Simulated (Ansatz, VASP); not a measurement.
## One calculation of KMgF3, two programs

```
K Mg F
1.0
     3.98590   -0.01993    0.00000
    -0.01993    3.98590    0.00000
     0.00000    0.00000    3.98590
K Mg F
1 1 3
Direct
  0.50000 0.50000 0.50000
  0.00000 0.00000 0.00000
  0.50000 0.00000 0.00000
  0.00000 0.50000 0.00000
  0.00000 0.00000 0.50000
```

Change from the starting cell: strain -0.0100 x Voigt [0, 0, 0, 0, 0, 1], atoms carried along.

Alike in both runs: task single point; functional PBE; k mesh 6 × 6 × 6; occupations gaussian, width 0.05 eV; no spin polarisation.

|  | VASP | Ansatz |
| --- | --- | --- |
| version | VASP 6.6.1 | Ansatz 0.2.0 |
| potentials or method | VASP PAW PBE potentials, release 64 (K_sv, Mg, F) | scalar-relativistic, plane waves, PAW |
| plane-wave cutoff (eV) | 520 | 420 |
| valence electrons in the cell | 32 | 40 |

|  | VASP | Ansatz | Ansatz less VASP |
| --- | --- | --- | --- |
| gap on the k mesh at the Fermi level (eV) | 7.30 | 7.33 | +0.029 |
| least direct gap on the mesh (eV) | 7.61 | 7.64 | +0.028 |
| pressure (GPa) | 3.4 | 3.8 | +0.41 |
| largest component of the traceless stress (GPa) | 0.49 | 0.48 | -0.007 |

The two sets of potentials don't hold the same shells in valence.

A k mesh can miss the band edges.
